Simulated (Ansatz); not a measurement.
**GeO2 in the rutile structure (space group P4_2/mnm, No. 136)**

```cif
data_Ge2O4
_chemical_formula_sum 'Ge2 O4'
_space_group_name_H-M_alt 'P42/mnm'
_space_group_IT_number 136
_space_group_name_Hall '-P 4n 2n'
_cell_length_a 4.41054
_cell_length_b 4.41054
_cell_length_c 2.87016
_cell_angle_alpha 90.000
_cell_angle_beta 90.000
_cell_angle_gamma 90.000
loop_
_atom_site_label
_atom_site_type_symbol
_atom_site_symmetry_multiplicity
_atom_site_Wyckoff_symbol
_atom_site_fract_x
_atom_site_fract_y
_atom_site_fract_z
_atom_site_occupancy
Ge1 Ge 2 a 0.00000 0.00000 0.00000 1
O1 O 4 f 0.30600 0.30600 0.00000 1
```

All numbers come from r2SCAN (Ansatz, a program for electronic structure), no spin-orbit coupling. Settings: 8×8×11 k-points, 0.05 eV Fermi–Dirac smearing.

The volume per atom is 9.31 Å³ and the density comes out as 6.22 g/cm³. The band gap comes out as 2.51 eV, direct at Γ. The electron mass comes out as 0.23 mₑ along c, 0.28 mₑ across, the hole mass is 1.7 mₑ along c, 1.1 mₑ across and the lowest conduction-band minima above the VBM is Γ 2.51 eV. The total energy is -1813.442 eV/atom (σ→0; compares only within this code and set-up).

Effective masses come from finite differences of ±0.01 Å⁻¹. Stability against distortions was not tested.
